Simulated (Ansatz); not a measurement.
## EuS in the rocksalt structure

Level of theory: DFT, PBE with spin–orbit coupling, two-component spinors; plane waves to 420 eV with PAW datasets (Ansatz 0.2.0), Γ-centred 10×10×10 mesh, 0.05 eV Gaussian smearing. The datasets are Ansatz's generated set soft_2.

```
CELL_PARAMETERS angstrom
0.00000 2.91946 2.91946
2.91946 0.00000 2.91946
2.91946 2.91946 0.00000
ATOMIC_POSITIONS crystal
Eu 0.50000 0.50000 0.50000
S 0.00000 0.00000 0.00000
```

The compound is reported in the structure type of the start.

Magnetic state: ferromagnetic, site spin moments Eu 6.34 μB, along [001] (Cartesian), which lowers the symmetry.

The run above is the reference. The same cell was run again with other input settings; several of them aren't fit for production, so the rows show the settings' effect and aren't properties of the material.

```tsv
keys changed	outcome	ΔE (meV/atom)	P (GPa)	gap on the mesh (eV)	cell moment (μB)	largest force component (eV/Å)	SCF iterations	rough core-seconds	new warnings
none (reference)	converged	0.0	-0.1	metal	6.90	0.000	–	–	–
basis.ecutwfc: 420 → "700 eV"	converged	-2.3	0.0	metal	6.90	0.000	21	100	–
hamiltonian.hubbard: {"sites": [{"species": "Eu", "l": "f", "u_eff": 6.0}], "double_counting": "amf"}	converged	–	2.8	metal	0.05	0.000	68	180	filled band counts differ across k points; seeded moment not kept
hamiltonian.hubbard: {"sites": [{"species": "Eu", "l": "f", "u_eff": 2.0}], "double_counting": "fll"}; hamiltonian.xc: "pbe" → "revpbe"; kpoints.mp_grid.grid: [10, 10, 10] → [7, 7, 7]	converged	–	3.5	metal	6.96	0.000	21	30	filled band counts differ across k points
scf.initial_density.chi_scale: 0.0; crystal.symmetry: {"detect": false}; kpoints.mp_grid.grid: [10, 10, 10] → [8, 8, 8]	converged	-0.1	0.0	metal	6.92	0.000	20	250	–
kpoints.mp_grid.grid: [10, 10, 10] → [8, 8, 8]; hamiltonian.hubbard: {"sites": [{"species": "Eu", "l": "f", "u_eff": 8.0}], "double_counting": "fll"}	converged	–	4.7	0.66	6.96	0.000	20	50	–
scf.algorithm: "density_mixing"; scf.mixing.algorithm: "msr1"; scf.mixing.beta: 0.2; scf.mixing.ndim: 2	converged	0.0	-0.1	metal	6.90	0.000	35	70	–
basis.xc_grid: 4	converged	0.0	-0.1	metal	6.90	0.000	21	70	–
```

These changes also left energy (to 0.1 meV/atom), pressure, gap, moment and forces as in the reference: scf.mixing.preconditioner: "resta".

ΔE is the energy with the smearing extrapolated to zero. It is left out where the change alters the Hamiltonian or the spin treatment. The varied runs start from atomic densities (corrected by the program's trained start where that serves), with the default search for lower states unless a row changes it, while the reference went on from a saved state, so a magnet may end in another state whatever the setting.

Question: What happens with these changes: kpoints.mp_grid.grid: [10, 10, 10] → [3, 3, 3]?

Answer: outcome converged, ΔE (meV/atom) 15.5, P (GPa) -0.2, gap on the mesh (eV) metal, cell moment (μB) 6.96, largest force component (eV/Å) 0.000, SCF iterations 18, rough core-seconds 9.

Around-mean-field double counting counts from each spin's mean occupation, so it hardly shifts a half-filled, fully polarised shell: those rows don't show that a U is idle.

Of the reference: Without a U the 4f levels of Eu lie too near the Fermi level, so their share of the states there, and what hangs on it, is overstated. Site moments are of spin, integrated over Gaussian weights of 0.5 Å, which gives about a tenth less on f atoms than spheres do. Only parallel moments were tried, so the real magnetic order may be another.
